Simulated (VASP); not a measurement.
Here is a VASP 6.6.1 calculation.

Contents of INCAR:

```
PREC = Accurate
ENCUT = 600
EDIFF = 1E-7
ISMEAR = 0
SIGMA = 0.03
LREAL = False
LASPH = True
NELM = 80
ALGO = Normal
ISIF = 4
LWAVE = False
LCHARG = False
GGA = PS
IBRION = 2
NSW = 40
EDIFFG = -0.01
KPAR = 2
```

The input KPOINTS:

```
regular mesh
0
Gamma
  9 9 2
```

The input POSCAR:

```
WSe2                                    
1.0
    3.2293259734      0.0000000000      0.0000000000
   -1.6146629868      2.7966783301      0.0000000000
    0.0000000000      0.0000000000     13.0414951387
  W               Se            
     2     4
Direct
     0.3333333332999970    0.6666666667000030    0.2500000000000000
     0.6666666667000030    0.3333333332999970    0.7500000000000000
     0.3333333332999970    0.6666666667000030    0.6231728638109004
     0.6666666667000030    0.3333333332999970    0.1231728638109004
     0.3333333332999970    0.6666666667000030    0.8768271361890996
     0.6666666667000030    0.3333333332999970    0.3768271361890996
```

Potentials or basis: VASP PAW PBE potentials, release 64 (W_sv, Se).

Launch:

```sh
$ cat potpaw_PBE.64/W_sv/POTCAR potpaw_PBE.64/Se/POTCAR > POTCAR
$ mpirun -np 2 vasp_std > vasp.out
```

What does it give for the energy gained by relaxing?

12.3 meV/atom.

Estimate the band gap on the k mesh.

0.98 eV, indirect (least direct gap 1.61 eV).

Forces in eV/Å, atoms in the order of the input:
```
W    0.000  0.000  0.000
W    0.000  0.000  0.000
Se   0.000  0.000  0.009
Se   0.000  0.000  0.009
Se   0.000  0.000 -0.009
Se   0.000  0.000 -0.009
```

Caveat: the PAW data sets were made with another functional, which shifts forces and pressure a little; spin-orbit coupling is left out, which moves the levels of the heavy elements; an odd mesh through Γ misses points on the zone boundary, where band edges often lie.
